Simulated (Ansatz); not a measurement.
**Ta in Ansatz: the effect of functional**

Ta:

```xyz
2
Lattice="2.9385 0.0000 0.0000 -1.4693 2.5448 0.0000 0.0000 0.0000 5.2343" Properties=species:S:1:pos:R:3 pbc="T T T"
Ta    0.0000    1.6966    1.3086
Ta    1.4693    0.8483    3.9257
```

This isn't the form of Ta at room conditions, which is bcc.

The cell isn't the ideal one: volume scaled by 1.04.

Alike in all runs:

- Program: Ansatz 0.2.0
- Task: single point
- Potentials or basis: Ansatz PAW
- k mesh: 11 × 11 × 5
- Occupations: fermi-dirac, width 0.05 eV
- Spin: no spin polarisation

| functional | cutoff | pressure (GPa) |
| --- | --- | --- |
| LDA | 420 eV (not typed: the program's choice for these potentials) | -17.9 |
| PBEsol | 420 eV (not typed: the program's choice for these potentials) | ? |
| r2SCAN | 500 eV (not typed: the program's choice for these potentials) | -10.3 |

What does the run with functional PBEsol give?

Pressure -13.6 GPa.

Caveats: the PAW data sets come from PBE, with cores solved anew for the run's functional, which leaves a small shift of forces and pressure.
